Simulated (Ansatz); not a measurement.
The cell comes from COD entry 1541226, which wasn't checked; take it as a given geometry.

An input for Hg: DFT, PBE, all-electron LAPW, scalar-relativistic (Ansatz 0.2.0).

```yaml
crystal:
  lattice:
    - [1.7300004553, 0.9988162286, 2.234]
    - [-1.7300004553, 0.9988162286, 2.234]
    - [0.0, -1.9976324571, 2.234]
  atoms:
    - { symbol: Hg, position: [0.0, 0.0, 0.0] }
kpoints:
  mp_grid: { grid: [15, 15, 15] }
  band_path:
    path:
      - [0.0, 0.0, 0.0]
      - [0.5, 0.5, 0.5]
      - [0.7000691066, 0.2999308934, 0.5]
      - [0.5, -0.2999308934, 0.2999308934]
      - [0.5, 0.0, 0.0]
      - [0.0, 0.0, 0.0]
      - [0.3999654467, -0.3999654467, 0.0]
      - [0.6000345533, 0.0, 0.3999654467]
      - [0.5, 0.0, 0.5]
    npoints: 8
scf:
  occupations: { method: fermi_dirac, width: 0.03 }
hamiltonian:
  xc: pbe
  pseudopotentials: { kind: all_electron, lapw: { basis_error: 0.00025 } }
output:
  forces: true
  stress: true
  eigenvalues: true
  populations: true
  dos: { projected: true, de: 0.2, e_range: [-14, 8] }
```

Set-up and iterations as logged by Ansatz (the results part is left out, to be predicted):

```
Hg: projections on atomic orbitals take those of the free atom 1s2 2s2 2p6 3s2 3p6 3d10 4s2 4p6 4d10 4f14 5s2 5p6 5d10 6s2, of charge +0.00 (hamiltonian.pseudopotentials.projection_atoms)
LAPW: plane waves up to 8.291 Å⁻¹, error target 2.5e-4 eV per atom; small_component_spin mean_spin; Hg in spheres of 1.498 Å, 44 of its electrons in bands, Dirac shells []
Engine: ansatz 0.2.0
Pseudopotentials: kind: all_electron
Pseudopotential: Hg, LAPW, valence charge 44, Koelling and Harmon's equation, gaussian nucleus
Functional definition: PBE
  parameter kappa = 0.804
  parameter beta = 0.06672455060314922
  exchange = pbe_x(kappa = kappa, mu = beta*pi^2/3)
  correlation = pbe_c(beta = beta)
Crystal: 1 atoms, lattice volume = 23.161 Å³
Basis set: ecut = 261.90382260516907 eV, 209 PW (Γ), exchange–correlation at level 2
Bands: 27, of which v1, the nominal top of the filled ones, is band 22 counted from 1 (21 counted from 0)
Symmetry: 12 space group operations
Space group: R-3m (ITA 166), of the structure as read, at distance tolerance 2.9e-5 Å
k-points: 344 of 3375
Non-local potential: Hg, projectors of the file, none
Initial density: superposition of atomic densities (chi_scale 0.1, normalization cell)
Initial wavefunctions: plane waves of lowest kinetic energy (no species holds an atomic orbital)
Functional: x = pbe(κ = 0.804, μ = 0.2195149727645171), c = pbe(β = 0.06672455060314922)
iter 1 solved again at ethr=4.79e-5 eV; its pass at ethr=1.00e-1 eV (dr2=2.11e-2 eV) is discarded
SCF iter   1: F=—  HF=-533829.804464 eV  |F-HF|=—  |Δ(HF+E_count)|=         —  Δρ=1.08e-2  dr2=2.12e-2  ethr=4.79e-5  ⟨swp⟩=3.1  Hψ=57200  notcnv=0
SCF iter   2: F=—  HF=-533829.765427 eV  |F-HF|=—  |Δ(HF+E_count)|=   3.90e-2  Δρ=5.28e-3  dr2=5.93e-3  ethr=4.79e-5  ⟨swp⟩=2.0  Hψ=28366  notcnv=0
SCF iter   3: F=—  HF=-533829.764968 eV  |F-HF|=—  |Δ(HF+E_count)|=   4.60e-4  Δρ=2.93e-3  dr2=1.79e-3  ethr=1.35e-5  ⟨swp⟩=2.1  Hψ=28231  notcnv=0
iter 4 solved again at ethr=1.46e-7 eV; its pass at ethr=4.06e-6 eV (dr2=6.43e-5 eV) is discarded
SCF iter   4: F=—  HF=-533829.765495 eV  |F-HF|=—  |Δ(HF+E_count)|=   5.28e-4  Δρ=5.37e-4  dr2=6.42e-5  ethr=1.46e-7  ⟨swp⟩=2.0  Hψ=45896  notcnv=0
SCF iter   5: F=—  HF=-533829.765520 eV  |F-HF|=—  |Δ(HF+E_count)|=   2.52e-5  Δρ=6.94e-5  dr2=9.92e-7  ethr=1.46e-7  ⟨swp⟩=3.0  Hψ=27204  notcnv=0
SCF iter   6: F=-533829.765523 eV  HF=-533829.765523 eV  |F-HF|=3.03e-9  |Δ(HF+E_count)|=   2.55e-6  Δρ=5.76e-6  dr2=4.13e-9  ethr=2.25e-9  ⟨swp⟩=3.0  Hψ=28431  notcnv=0
```

Problem. What pressure will this run report?

Solution. 5.94 GPa (positive in compression).

Problem. Is there a band gap?

Solution. none: bands cross the Fermi level, a metal.
